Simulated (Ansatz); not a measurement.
Property card for InSb3

Level of theory: DFT PBE, scalar-relativistic, plane waves, PAW (Ansatz).

Plane waves to 420 eV, a k mesh through Γ of 10×10×10 on the computed 4-atom cell and Gaussian smearing (0.10 eV); no spin polarisation.

The structure is relaxed at this level of theory with its symmetry kept. Whether it is the stable form of this composition wasn't checked.

It takes space group Fm-3m (No. 225, cubic). The conventional cell has a = 7.580 Å, b = 7.580 Å, c = 7.580 Å, α = 90.00°, β = 90.00°, γ = 90.00°. Around In (site symmetry m-3m) lie 8 Sb at 3.28 Å. Around Sb (site symmetry -43m) lie 4 In at 3.28 Å and 4 Sb at 3.28 Å. Sb (site symmetry m-3m) has 8 Sb at 3.28 Å as nearest neighbours.

* Volume per atom: 183.7 bohr³
* Formation energy from the elements' standard states (uncorrected): +0.170 eV/atom
* Kohn–Sham band gap: none (metal)
* Density of states at the Fermi level: 2.63 states/eV per cell
* Löwdin character within 0.5 eV of the Fermi level: Sb 5p 72 %, In 5p 15 %
* Bulk modulus: 53 GPa
* Its pressure derivative: 5.4
* Bader charges (e): In (1 in the cell) 0.28, Sb (2 in the cell) -0.14, Sb (1 in the cell) 0.01

Spin-orbit coupling is left out, which matters for the bands of heavy elements.

Cost: 6 runs of about 1.1 core-minutes in all, on Intel Xeon 6975P-C (Granite Rapids) (shared hosts).